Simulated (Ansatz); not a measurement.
# Cd: the cost of one run

Computed with Ansatz 0.2.0 through its Python package. Level of theory: DFT LDA, plane waves, PAW.

This is Cd in the diamond structure; at room conditions it is hcp.

### 1 The structure

Cd Fd-3m: It takes space group Fd-3m (No. 227, cubic). Conventional cell: a = 6.080 Å, b = 6.080 Å, c = 6.080 Å, α = 90.00°, β = 90.00°, γ = 90.00°. Around Cd (site symmetry -43m) lie 4 Cd at 2.63 Å.

Cd Fm-3m: The structure is cubic, space group Fm-3m (No. 225). Conventional cell: a = 4.420 Å, b = 4.420 Å, c = 4.420 Å, α = 90.00°, β = 90.00°, γ = 90.00°. Cd (site symmetry m-3m) is surrounded by 12 Cd at 3.13 Å.

The script holds or builds the structure itself.

### 2 The code

transition_cd.py reads:

```python
'''Pressure at which two phases of Cd cross.'''

import warnings

import ansatz as az
import numpy as np

params = {
    'kspacing': 0.33,
    'smearing': 'gaussian',
    'width_ev': 0.05,
}


def diamond(first, a):
    return az.Crystal.diamond(first, a=a)


def fcc(first, a):
    return (
        az.Lattice.fcc(a)
        .space_group(225)
        .atom(first, (0, 0, 0))
        .primitive()
    )


def ground_state(name, crystal, pressure=0.0):
    calc = (
        crystal.calculation()
        .functional(az.Functional.LDA)
        .basis(21 * az.Ha)
        .kpoints(spacing=params['kspacing'])
        .occupations(params['smearing'], width=params['width_ev'])
    )
    calc = calc.relax(force_tolerance=0.03, max_steps=60, cell=True, pressure=pressure)
    return calc.run(threads=1)


def volume_per_atom(outcome):
    return abs(np.linalg.det(outcome.lattice.cell_ang)) / len(outcome.lattice.sites)

warnings.simplefilter('ignore', az.DeckWarning)

phases = {}
phases['diamond'] = diamond('Cd', 6.08)
phases['fcc'] = fcc('Cd', 4.42)

# H = E + PV, with 1 eV per cubic angstrom equal to 160.2 GPa
pressures = [0, 15, 30, 45]
enthalpy, volume = {name: [] for name in phases}, {name: [] for name in phases}
for p in pressures:
    for name, crystal in phases.items():
        o = ground_state(name, crystal, pressure=p)
        volume[name].append(volume_per_atom(o))
        enthalpy[name].append(o.report['energy_sigma0_ev'] / len(o.lattice.sites) + p * volume[name][-1] / 160.21766)
gap = np.array(enthalpy['fcc']) - np.array(enthalpy['diamond'])
rows = [(p, va, vb, 1000 * d) for p, va, vb, d in zip(pressures, volume['diamond'], volume['fcc'], gap)]
print('| P (GPa) | V diamond (A^3/atom) | V fcc (A^3/atom) | H(fcc) - H(diamond) (meV/atom) |')
print('| --- | --- | --- | --- |')
for row in rows:
    print(f'| {row[0]:d} | {row[1]:.3f} | {row[2]:.3f} | {row[3]:+.1f} |')
crossings = [p0 - g0 * (p1 - p0) / (g1 - g0) for p0, p1, g0, g1 in zip(pressures, pressures[1:], gap, gap[1:]) if g0 * g1 < 0]
print('crossing near', [round(float(p), 1) for p in crossings], 'GPa') if crossings else print('no crossing in this range')
```

### 3 The run

On the command line:

```bash
> python transition_cd.py
```

Q: Estimate wall time and peak memory on 1 thread of Arm Neoverse V1, shared host.

About 52 s, with a peak of 0.39 GiB.
